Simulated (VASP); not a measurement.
# GaP (F-43m) in VASP: a series of runs

One crystal, GaP, is run at these levels: PBE; tasks: G0W0 quasiparticle levels.

Program: VASP 6.6.1. These are calculated values, not measurements. Logs are shortened: lines on timing, memory, paths and dates and some standing lists are left out, and cuts for length are marked.

## (1) Starting point

It takes space group F-43m (No. 216, cubic). The conventional cell has a = 5.451 Å, b = 5.451 Å, c = 5.451 Å, α = 90.00°, β = 90.00°, γ = 90.00°. Around Ga (site symmetry -43m) lie 4 P at 2.36 Å. P (site symmetry -43m) has 4 Ga at 2.36 Å as nearest neighbours.

## (2) G0W0 quasiparticle levels, PBE

POSCAR reads:

```
GaP
1.0
    0.0000000000      2.7252500000      2.7252500000
    2.7252500000      0.0000000000      2.7252500000
    2.7252500000      2.7252500000      0.0000000000
Ga P
1 1
Direct
    0.0000000000      0.0000000000      0.0000000000
    0.7500000000      0.7500000000      0.7500000000
```

INCAR.step1 reads:

```
SYSTEM = GaP
PREC     = Accurate       ! precision mode
ENCUT    = 450            ! plane-wave cutoff, eV
EDIFF    = 1E-8           ! SCF threshold, eV
ISMEAR   = 0              ! smearing method
SIGMA    = 0.01           ! smearing width, eV
LREAL    = .False.        ! projectors in reciprocal space
LASPH    = .True.         ! aspherical terms in the spheres
NELM     = 80             ! most SCF steps
ALGO     = Normal         ! electronic algorithm
LWAVE    = .True.         ! write WAVECAR
LCHARG   = .False.        ! write CHGCAR
GGA      = PE             ! functional
```

INCAR.step2 reads:

```
SYSTEM = GaP
PREC     = Accurate       ! precision mode
ENCUT    = 450            ! plane-wave cutoff, eV
EDIFF    = 1E-8           ! SCF threshold, eV
ISMEAR   = 0              ! smearing method
SIGMA    = 0.01           ! smearing width, eV
LREAL    = .False.        ! projectors in reciprocal space
LASPH    = .True.         ! aspherical terms in the spheres
NELM     = 1              ! most SCF steps
ALGO     = Exact          ! electronic algorithm
LWAVE    = .True.         ! write WAVECAR
LCHARG   = .False.        ! write CHGCAR
GGA      = PE             ! functional
NBANDS   = 57             ! bands
LOPTICS  = .True.         ! frequency-dependent dielectric function
ISTART   = 1
```

INCAR.step3 reads:

```
SYSTEM = GaP
PREC     = Accurate       ! precision mode
ENCUT    = 450            ! plane-wave cutoff, eV
EDIFF    = 1E-8           ! SCF threshold, eV
ISMEAR   = 0              ! smearing method
SIGMA    = 0.01           ! smearing width, eV
LREAL    = .False.        ! projectors in reciprocal space
LASPH    = .True.         ! aspherical terms in the spheres
ALGO     = EVGW0          ! electronic algorithm
LWAVE    = .False.        ! write WAVECAR
LCHARG   = .False.        ! write CHGCAR
GGA      = PE             ! functional
NELMGW   = 1            
NBANDS   = 57             ! bands
ENCUTGW  = 150            ! cutoff of the response function
NOMEGA   = 48             ! frequency points
PRECFOCK = Fast         
ISTART   = 1            
NBANDSGW = 17
```

KPOINTS reads:

```
Automatic mesh
0
Gamma
  4 4 4
  0 0 0
```

Potentials or basis: VASP PAW PBE potentials, release 64 (Ga_d_GW, P_GW).

Run with:

```
cat potpaw_PBE.64/Ga_d_GW/POTCAR potpaw_PBE.64/P_GW/POTCAR > POTCAR
cp INCAR.step1 INCAR
mpirun -np 1 vasp_std > vasp.out
cp INCAR.step2 INCAR
mpirun -np 1 vasp_std > vasp.out
cp INCAR.step3 INCAR
mpirun -np 1 vasp_std > vasp.out
```

OUTCAR:

```text
SYSTEM = GaP
   PREC = Accurate
   ENCUT = 450
   EDIFF = 1E-8
   ISMEAR = 0
   LREAL = .False.
   LASPH = .True.
   GGA = PE
   NELMGW = 1
   ENCUTGW = 150
   PRECFOCK = Fast
   ISTART = 1

 Found      8 irreducible k-points:

 Following reciprocal coordinates:
            Coordinates               Weight
  0.000000  0.000000  0.000000      1.000000
  0.250000  0.000000  0.000000      8.000000
  0.500000  0.000000  0.000000      4.000000
  0.250000  0.250000  0.000000      6.000000
  0.500000  0.250000  0.000000     24.000000
 -0.250000  0.250000  0.000000     12.000000
   k-points           NKPTS =      8   k-points in BZ     NKDIM =     64   number of bands    NBANDS=     57
   number of dos      NEDOS =    301   number of ions     NIONS =      2
   total plane-waves  NPLWV =  21952
   dimension x,y,z NGX =    28 NGY =   28 NGZ =   28
   dimension x,y,z NGXF=    56 NGYF=   56 NGZF=   56
   ions per type =               1   1
   NGX,Y,Z   is equivalent  to a cutoff of  12.08, 12.08, 12.08 a.u.
   NGXF,Y,Z  is equivalent  to a cutoff of  24.16, 24.16, 24.16 a.u.
 SYSTEM =  GaP
   PREC   = accura    normal or accurate (medium, high low for compatibility)
   ISTART =      1    job   : 0-new  1-cont  2-samecut
   ICHARG =      0    charge: 1-file 2-atom 10-const
   ISPIN  =      1    spin polarized calculation?
   LNONCOLLINEAR =      F non collinear calculations
   LSORBIT =      F    spin-orbit coupling
   LASPH  =      T    aspherical Exc in radial PAW
   ENCUT  =  450.0 eV  33.07 Ry    5.75 a.u.   6.67  6.67  6.67*2*pi/ulx,y,z
   NELM   =     60;   NELMIN=  2; NELMDL=  0     # of ELM steps
   EDIFF  = 0.1E-07   stopping-criterion for ELM
   LREAL  =      F    real-space projection
   EDIFFG = 0.1E-06   stopping-criterion for IOM
   NSW    =      0    number of steps for IOM
   IBRION =     -1    ionic relax: 0-MD 1-quasi-New 2-CG
   NFREE  =      0    steps in history (QN), initial steepest desc. (CG)
   ISIF   =      0    stress and relaxation
   ISYM   =      3    0-nonsym 1-usesym 2-fastsym
   POTIM  = 0.5000    time-step for ionic-motion
   TEBEG  =    0.0;   TEEND  =   0.0 temperature during run
   PSTRESS=    0.0 pullay stress
   NELECT =      18.0000    total number of electrons
   NUPDOWN=      -1.0000    fix difference up-down
   EMIN   =  10.00;   EMAX   =-10.00  energy-range for DOS
   EFERMI =   0.00;   METHOD = LEGACY
   ISMEAR =     0;   SIGMA  =   0.01  broadening in eV -4-tet -1-fermi 0-gaus
   EFERMI_NEDOS =   21; number of points for ismear=-14 and -15
   IALGO  =     38    algorithm
   IMIX   =      4    mixing-type and parameters
     AMIX     =   0.40;   BMIX     =  1.00
     AMIX_MAG =   1.60;   BMIX_MAG =  1.00
  volume/ion in A,a.u.               =      20.24       136.59
  Fermi-wavevector in a.u.,A,eV,Ry     =   1.249538  2.361284 21.243377  1.561344
  Thomas-Fermi vector in A             =   2.383574
   LORBIT       =      0    0 simple, 1 ext, 2 COOP (PROOUT), +10 PAW based schemes
   GGA     = PE    functional components
   LHFCALC =     T    Hartree Fock is set to
   PRECFOCK=fast      Normal, Fast or Accurate (Low or Medium for compatibility)
   ENCUT4O =  -1.0   cutoff for four orbital integrals eV
   NKREDX  =     1    reduce k-point grid by
   NKREDY  =     1    reduce k-point grid by
   NKREDZ  =     1    reduce k-point grid by
   AEXX    =    1.0000 exact exchange contribution
   HFSCREEN=    0.0000 screening length (either q_TF or 0.3 A-1)
   HFSCREENC=   0.0000 screening length for correlation (either q_TF or 0.3 A-1)
   ENCUTFOCK=  -1.0 apply spherical cutoff to Coloumb kernel
   IVDW    =     0    specifies the selected vdW correction
   LEPSILON=     F    determine dielectric tensor
   LRPA    =     F    only Hartree local field effects (RPA)
   LRPAFORCE           =     F    calculate RPA forces
   ENCUTGW             = 150.0    cutoff for response function in eV
   ENCUTGWSOFT         = 120.0    soft cutoff for Coulomb kernel in GW response function in eV
   ENCUTLF             =  -1.0    cutoff for local field effects
   NELMGW              =     1    number of iterations in solving QP/BSE equation
   NELMHF              =     1    number of iterations in the inner HF iteration
   NKREDLFX            =     1    NKREDLFY  =   1   NKREDLFZ  =   1
 non-spin polarized calculation
 Gauss-broadening in eV      SIGMA  =   0.01
  energy-cutoff  :      450.00
  volume of cell :       40.48
 maximum number of plane-waves:       893
 NGX is ok and might be reduce to    28
  NGX = 16; NGY = 16; NGZ = 16
   NGX = 13   NGY = 13   NGZ = 13
 maximum number of plane-waves:       176

 QP shifts <psi_nk| G(iteration)W_0 |psi_nk>: iteration 1
 for sc-GW calculations column KS-energies equals QP-energies in previous step
 and V_xc(KS)=  KS-energies - (<T + V_ion + V_H > + <T+V_H+V_ion>^1  + <V_x>^1)

 k-point   1 :       0.0000    0.0000    0.0000
  band No.  KS-energies  QP-energies   sigma(KS)   V_xc(KS)     V^pw_x(r,r')   Z            occupation Imag(sigma)

      1     -10.1875     -12.5964     -25.1959     -21.6820     -35.0065       0.6855       2.0000       0.2920
      2     -10.1875     -12.5964     -25.1959     -21.6820     -35.0065       0.6855       2.0000       0.2920
      3     -10.1875     -12.5964     -25.1959     -21.6820     -35.0065       0.6855       2.0000       0.2920
      4     -10.0895     -12.5364     -25.3665     -21.8046     -35.1401       0.6870       2.0000       0.2604
      5     -10.0895     -12.5364     -25.3665     -21.8046     -35.1401       0.6870       2.0000       0.2604
      6      -8.0950      -8.4468     -11.9064     -11.3612     -18.6679       0.6453       2.0000       1.0734
[... 9 lines left out ...]
     16      14.1112      14.6132     -10.1585     -10.8309      -5.0050       0.7467       0.0000      -0.2749
     17      16.8233      16.8872      -8.1387      -8.2236      -2.4419       0.7524       0.0000      -0.5068

 k-point   2 :       0.2500    0.0000    0.0000
  band No.  KS-energies  QP-energies   sigma(KS)   V_xc(KS)     V^pw_x(r,r')   Z            occupation Imag(sigma)

      1     -10.2303     -12.5831     -24.9019     -21.4605     -34.6785       0.6837       2.0000       0.3127
      2     -10.1729     -12.5878     -25.2278     -21.7093     -35.0402       0.6863       2.0000       0.2906
      3     -10.1729     -12.5878     -25.2278     -21.7093     -35.0402       0.6863       2.0000       0.2906
      4     -10.0883     -12.5411     -25.3674     -21.8067     -35.1446       0.6889       2.0000       0.2604
      5     -10.0883     -12.5411     -25.3674     -21.8067     -35.1446       0.6889       2.0000       0.2604
      6      -7.3192      -7.7125     -12.3163     -11.7329     -18.8636       0.6742       2.0000       1.0013
[... 9 lines left out ...]
     16      14.3166      14.3455      -7.8672      -7.9052      -2.4759       0.7600       0.0000      -0.3478
     17      17.4821      17.7212      -8.7576      -9.0756      -2.9315       0.7520       0.0000      -0.5725

 k-point   3 :       0.5000    0.0000    0.0000
  band No.  KS-energies  QP-energies   sigma(KS)   V_xc(KS)     V^pw_x(r,r')   Z            occupation Imag(sigma)

      1     -10.2674     -12.5827     -24.7154     -21.3210     -34.4730       0.6821       2.0000       0.3274
      2     -10.1630     -12.5814     -25.2435     -21.7216     -35.0527       0.6867       2.0000       0.2890
      3     -10.1630     -12.5814     -25.2435     -21.7216     -35.0527       0.6867       2.0000       0.2890
      4     -10.0822     -12.5394     -25.3835     -21.8246     -35.1706       0.6904       2.0000       0.2614
      5     -10.0822     -12.5394     -25.3835     -21.8246     -35.1706       0.6904       2.0000       0.2614
      6      -6.0259      -6.4308     -13.0314     -12.4495     -19.2284       0.6960       2.0000       0.8481
[... 9 lines left out ...]
     16      16.0030      16.5475     -10.2052     -10.9302      -4.3569       0.7511       0.0000      -0.5114
     17      17.9675      18.2719      -9.9972     -10.4018      -3.9528       0.7523       0.0000      -0.7170

 k-point   4 :       0.2500    0.2500    0.0000
  band No.  KS-energies  QP-energies   sigma(KS)   V_xc(KS)     V^pw_x(r,r')   Z            occupation Imag(sigma)

      1     -10.2534     -12.5950     -24.8505     -21.4233     -34.6264       0.6832       2.0000       0.3165
      2     -10.1560     -12.5835     -25.2700     -21.7446     -35.0877       0.6886       2.0000       0.2887
      3     -10.1560     -12.5835     -25.2700     -21.7446     -35.0877       0.6886       2.0000       0.2887
      4     -10.1056     -12.5337     -25.3086     -21.7567     -35.0756       0.6836       2.0000       0.2627
      5     -10.0787     -12.5395     -25.3869     -21.8251     -35.1690       0.6909       2.0000       0.2597
      6      -7.0576      -7.4411     -12.3601     -11.7859     -18.8213       0.6678       2.0000       0.9748
[... 9 lines left out ...]
     16      17.0962      17.4168      -8.8127      -9.2350      -2.9831       0.7594       0.0000      -0.5615
     17      18.9883      19.0938      -8.6598      -8.7995      -2.6365       0.7554       0.0000      -0.7434

 k-point   5 :       0.5000    0.2500    0.0000
  band No.  KS-energies  QP-energies   sigma(KS)   V_xc(KS)     V^pw_x(r,r')   Z            occupation Imag(sigma)

      1     -10.2787     -12.5881     -24.7230     -21.3332     -34.4910       0.6813       2.0000       0.3278
      2     -10.1491     -12.5842     -25.2744     -21.7452     -35.0858       0.6900       2.0000       0.2856
      3     -10.1413     -12.5823     -25.2995     -21.7718     -35.1191       0.6920       2.0000       0.2873
      4     -10.1041     -12.5435     -25.3168     -21.7653     -35.0902       0.6869       2.0000       0.2630
      5     -10.0770     -12.5440     -25.3893     -21.8297     -35.1758       0.6931       2.0000       0.2598
      6      -5.7031      -6.0918     -12.9884     -12.4268     -19.0610       0.6921       2.0000       0.8024
[... 9 lines left out ...]
     16      17.5457      18.1284     -10.4926     -11.2792      -4.2473       0.7407       0.0000      -0.6894
     17      18.0984      18.2735      -8.4753      -8.7082      -2.6648       0.7516       0.0000      -0.5793

 k-point   6 :      -0.2500    0.2500    0.0000
  band No.  KS-energies  QP-energies   sigma(KS)   V_xc(KS)     V^pw_x(r,r')   Z            occupation Imag(sigma)

      1     -10.2621     -12.5837     -24.7587     -21.3593     -34.5281       0.6830       2.0000       0.3260
      2     -10.1588     -12.5836     -25.2563     -21.7284     -35.0644       0.6873       2.0000       0.2861
      3     -10.1541     -12.5822     -25.2723     -21.7493     -35.0917       0.6892       2.0000       0.2898
      4     -10.0909     -12.5353     -25.3552     -21.7972     -35.1319       0.6870       2.0000       0.2604
      5     -10.0877     -12.5424     -25.3624     -21.8038     -35.1428       0.6898       2.0000       0.2610
      6      -6.2140      -6.6090     -12.7655     -12.1883     -18.9822       0.6843       2.0000       0.8642
[... 9 lines left out ...]
     16      17.6647      18.1762     -10.3176     -11.0028      -4.1112       0.7466       0.0000      -0.6758
     17      17.9832      18.2385      -8.6620      -9.0014      -2.8025       0.7523       0.0000      -0.5732

 [... further k-points ...]
```

Wall time 68 s (1 thread of Intel Xeon Platinum 8488C (Sapphire Rapids), shared host); peak memory 0.3 GiB.

These settings aren't checked as converged: the numbers below hold their error.

Results:

* Band gap on the k mesh, mean-field level: 1.63 eV, indirect (least direct gap 1.82 eV)
* Quasiparticle gap: 2.03 eV
* Least direct quasiparticle gap: 2.73 eV

Caveat: the k mesh is coarse (spacing up to 0.50 Å⁻¹), so the values aren't converged; bands, screening cutoff and mesh are small and nothing is extrapolated, so the quasiparticle values aren't converged.

[end of part 1 of 3]
